## What one would naively expect

The local density approximation (LDA) takes the exchange and correlation energy at each point from the electron density at that point alone. Gradient-corrected functionals also use the density's slope, and their exchange part rewards a steep slope by lowering the energy further. The naive expectation is that the band gap of a fixed crystal rises above the LDA value in step with the strength of this exchange reward. Two functionals whose exchange parts start and end alike should then give nearly the same gap.

Density functional calculations with SIESTA 5.4.2 for SnO2 (space group P4_2/mnm) at one fixed geometry, without spin polarisation or spin-orbit coupling. All rows use a DZP basis (energy shift 0.002 Ry), a mesh cutoff of 800 Ry, a 6×6×8 k mesh and Fermi-Dirac smearing of 0.05 eV. The band path is Γ–X–M–Γ–Z–R–A–Z–X–R–M–A.

```tsv
functional	potentials	gap on path (eV)	direct gap on path (eV)
LDA	PseudoDojo 0.4 standard NC	0.839	0.839
PBE	PseudoDojo 0.5 standard NC	0.950	0.950
PBEsol	PseudoDojo 0.4 standard, converted to PSML	0.862	0.862
RPBE	PseudoDojo 0.4 standard, converted to PSML	1.067	1.067
AM05	PseudoDojo 0.4 standard, converted to PSML	0.874	0.874
xPBE	PseudoDojo 0.4 standard NC	1.000	1.000
```

The gap on path is the distance from the highest filled to the lowest empty level found along the band path. The direct gap on path is the same distance taken at a single wave vector. The two agree in every row, so the functionals change the size of the gap but not its direct character. In SnO2 this gap lies at the centre of the Brillouin zone, $\Gamma$.

The expectation holds in outline, since LDA gives the smallest gap and RPBE the largest, 0.228 eV higher. It breaks in two places. PBEsol has more than half of PBE's exchange reward at a typical slope, yet rises only 0.023 eV above LDA where PBE rises 0.111 eV. RPBE has exchange that starts and ends like PBE's, yet it lies another 0.117 eV above PBE.

## Why a gradient term opens the gap

The highest filled states of SnO2 are O 2p orbitals, which sit compactly around the oxygen ions. The lowest empty state is mainly Sn 5s with some O 2s mixed in. It is spread out and has much of its weight in the thinly filled space between the ions. A change of the potential that raises thinly filled regions against densely filled ones therefore lifts the empty state more than the filled ones, and the gap opens.

Gradient-corrected exchange makes such a change. For weak gradients its extra energy per volume is $-C\,|\nabla n|^2/n^{4/3}$, with $n$ the electron density and $C$ a positive constant. Varying this energy with respect to the density gives the extra potential

$$\Delta v = 2C\,\frac{\nabla^2 n}{n^{4/3}} - \frac{4C}{3}\,\frac{|\nabla n|^2}{n^{7/3}} .$$

At a minimum of the density the gradient vanishes and $\nabla^2 n$ is positive, so the potential there is raised. At a smooth maximum $\nabla^2 n$ is negative and the potential is lowered. In words, a functional that rewards slopes heaps up the hills of the density and empties its valleys. The formula holds only for weak gradients, but the same tendency is expected at steeper ones, because any reward for slopes favours an uneven density.

This account of the two band edges is a theoretical argument, but the computed charges agree with it. The Mulliken charge on Sn grows from 1.658 in LDA to 1.824 in RPBE, and over the six rows it follows the order of the gaps. Electrons are drawn towards oxygen, as a potential that favours the dense regions would do. Such charges depend on the basis, so they support the picture without settling it.

## Correlation pulls the other way

Exchange is only half of the gradient correction. Correlation energy becomes weaker where the density varies quickly, so its gradient term penalises slopes. Its effect on the potential is opposite to that of exchange. What can open the gap is the part of the exchange reward that survives this penalty.

To compare the functionals, let $s$ be the reduced gradient, which measures how fast the density changes over the local electron wavelength. Let $F(s)$ be the factor by which exchange exceeds its LDA value, and $c(s)$ the energy lost from correlation, as a fraction of LDA exchange. The net reward is

$$g = F(s) - 1 - c(s).$$

A simple model sets the rise of the gap above LDA proportional to $g$, evaluated at one representative point of the crystal. That point has $s=1$ and the mean density of the oxygen 2s and 2p electrons.

## PBEsol: a reward nearly cancelled

At this point PBE has an exchange reward of 0.17 and a correlation penalty of 0.11. In PBEsol both are reduced, but by unequal amounts. The reward drops to 0.107 and the penalty only to 0.088, so a net 0.019 is left, less than a third of PBE's net value. PBEsol is thus far from LDA in each part taken alone and close to it in their sum, which fits the small move of its gap. The agreement is only rough: with the slope fitted further below, the model gives a rise of 0.042 eV against the computed 0.023 eV.

AM05 is a functional of a different form and stands outside this simple model. Its gap lies 0.012 eV above that of PBEsol, and it was run with potentials made for PBEsol. A difference this small deserves no explanation of its own. The safe reading is that LDA, PBEsol and AM05 form a low group, with PBE, xPBE and RPBE clearly above it.

## RPBE: the middle of the curve matters

PBE and RPBE use the same correlation. Their exchange factors also share the initial rise, $1+\mu s^2$, and the ceiling, $1+\kappa$, with $\mu$ about 0.22 and $\kappa$ about 0.80. They differ only in how they pass from one to the other:

$$F_{\rm PBE} = 1+\kappa-\frac{\kappa}{1+\mu s^2/\kappa}, \qquad F_{\rm RPBE} = 1+\kappa\left(1-e^{-\mu s^2/\kappa}\right).$$

RPBE climbs faster in between, and its lead is greatest near $s=3$.

This middle range probably counts for so much because of the cancellation just described. In PBE the exchange and correlation terms are built to nearly cancel for weak gradients, and RPBE inherits this. Weak gradients therefore do little to the gap in either functional, and most of the effect should come from steeper parts of the density. That is where RPBE gives the larger reward.

xPBE lies between the two. It has a slightly steeper start and a higher ceiling than PBE, while its correlation penalty at the representative point is almost the same. More of its exchange reward survives, and its gap of 1.000 eV falls between those of PBE and RPBE.

## One estimate worked through

Take RPBE at $s=1$. The exchange reward is $0.80\,(1-e^{-0.22/0.80}) = 0.192$. The PBE correlation formula gives a loss of about 0.032 hartree per electron at the chosen density, where LDA exchange amounts to about 0.30 hartree, so the penalty is $0.032/0.30 = 0.107$. The net reward is $g = 0.192-0.107 = 0.085$.

One number is still needed to turn $g$ into electronvolts. A least-squares fit of a single slope to the rises of PBE, PBEsol, RPBE and xPBE above LDA gives 2.23 eV. The estimate for RPBE is then $2.23\times0.085 = 0.19$ eV, against a computed rise of 0.228 eV. RPBE was itself one of the four fitted rows, so this shows how the model works and is no independent test.

Over the four rows the typical (root-mean-square) miss is 0.028 eV. If the correlation penalty is dropped and a new slope is fitted to the same rows, the miss grows to 0.050 eV, with PBEsol placed much too high. Both versions put the functionals in the right order, so it is the spacing that speaks for the cancellation. The choice of $s=1$ is not derived, but at $s=1.5$ the net model has a similar miss of 0.031 eV. Four rows make this a modest piece of evidence.

The model is weakest for the step from PBE to RPBE, of which it gives only about 0.04 eV out of 0.117 eV. The pseudopotentials also change between the rows, so the rises above LDA do not isolate the functional's action on the valence electrons. In this step, PBE was run with a newer set than RPBE. Yet the step from xPBE to RPBE, where both use the older set made for PBE, is underestimated as well. A likely reason, not tested here, is that the potential depends on how steeply $F$ rises and bends, whereas the model uses only its height at one point.

## The order belongs to the fixed cell

The six calculations share one set of atomic positions, and none of the functionals is at rest there. The computed pressure runs from 6.3 GPa in LDA to 22.4 GPa in RPBE, in the same order as the gaps. The two trends are related. Stretching a crystal makes its density more uneven, so a functional that rewards slopes also favours a larger cell.

If each cell were allowed to expand, the gaps would shrink. The empty state at $\Gamma$ is an antibonding mixture of Sn 5s and O 2s, and longer bonds lower it. RPBE has 16 GPa more pressure to release than LDA, so its lead of 0.228 eV would be used up if the gap fell by $0.228/16.03 = 0.014$ eV per GPa. Oxides of this kind typically change by a few hundredths of an eV per GPa, a rough recalled size.

The order of the functionals may therefore well reverse after relaxation. The computed pressures also carry errors of basis and potentials, so the break-even value is itself only a guide. For practical work, a gap quoted for SnO2 needs two labels, the functional and the geometry at which it was used. A larger RPBE gap at a common geometry does not imply a larger RPBE gap at its own relaxed geometry.

## What the choice of functional can't repair

The measured gap of SnO2 is roughly 3.6 eV, again a recalled value. Even RPBE falls about 2.5 eV short of it, and the whole spread among the six functionals is less than a tenth of that shortfall. SnO2 is transparent because its gap exceeds the energy of visible light. Each gap in the table would instead lie in the infrared, so none of these functionals can be used directly to judge transparency.

The cause of this shared error is well understood. The exact exchange-correlation potential jumps by a constant when an electron is added to an insulator, and this jump is part of the true gap. Functionals built from the density and its slope have no such jump in a solid. They also let an electron repel itself to some extent, which pushes the compact O 2p states too high. Spin-orbit coupling, left out here, has only a small effect on these band edges.

A gradient correction reshapes the potential between hills and valleys of the density, and so shifts the gap. In these runs, where the pseudopotentials change as well, the rise above LDA is 0.023 to 0.228 eV. The same reasoning gives a first guess for a related oxide held at fixed geometry. The gap should respond most where a compact filled state faces a spread-out empty one, and where the functional's exchange reward clearly outweighs its correlation penalty.
